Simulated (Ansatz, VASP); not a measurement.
**Two plane-wave programs on Ti**

File POSCAR:

```
Ti
1.0
   -1.6577832568      1.6577832568      1.6577832568
    1.6577832568     -1.6577832568      1.6577832568
    1.6577832568      1.6577832568     -1.6577832568
Ti
1
Direct
    0.0000000000      0.0000000000      0.0000000000
```

INCAR.step1

```
SYSTEM = Ti
ALGO = Normal
EDIFF = 1E-4
ENCUT = 520
GGA = PE
ISMEAR = 0
LASPH = .TRUE.
LCHARG = .FALSE.
LREAL = .FALSE.
LWAVE = .TRUE.
NBANDS = 12
NELM = 60
PREC = Accurate
SIGMA = 0.1
```

INCAR.step2

```
SYSTEM = Ti
ALGO = Normal
EDIFF = 1E-6
ENCUT = 520
ISIF = 2
ISMEAR = 0
ISTART = 1
LASPH = .TRUE.
LCHARG = .FALSE.
LMIXTAU = .TRUE.
LREAL = .FALSE.
LWAVE = .FALSE.
METAGGA = R2SCAN
NBANDS = 12
NELM = 60
PREC = Accurate
SIGMA = 0.1
```

KPOINTS

```
k-points
0
G
  18 18 18
  0 0 0
```

Input for Ansatz:

```yaml
crystal:
  lattice:
    - [-1.6577832568, 1.6577832568, 1.6577832568]
    - [1.6577832568, -1.6577832568, 1.6577832568]
    - [1.6577832568, 1.6577832568, -1.6577832568]
  atoms:
    - { symbol: Ti, position: [0.0, 0.0, 0.0] }
basis:
  ecutwfc: 500
kpoints:
  mp_grid: { grid: [18, 18, 18] }
hamiltonian:
  xc: r2scan
scf:
  occupations: { method: gaussian, width: 0.1 }
output:
  forces: true
  stress: true
  eigenvalues: true
```

Alike in both runs: task single point; functional r2SCAN; k mesh 18 × 18 × 18; occupations gaussian, width 0.1 eV; no spin polarisation.

|  | VASP | Ansatz |
| --- | --- | --- |
| version | VASP 6.6.1 | Ansatz 0.2.0 |
| potentials or method | VASP PAW PBE potentials, release 64 (Ti_sv) | scalar-relativistic, plane waves, PAW |
| plane-wave cutoff (eV) | 520 | 500 |
| valence electrons in the cell | 12 | 12 |

|  | VASP | Ansatz | Ansatz less VASP |
| --- | --- | --- | --- |
| gap on the k mesh at the Fermi level (eV) | none | none | - |
| pressure (GPa) | -5.7 | -5.9 | -0.23 |

A gap of «none» marks a metal or a gap that the smearing closes.

Caveats: the PAW data sets were made with another functional, which shifts forces and pressure a little (VASP).
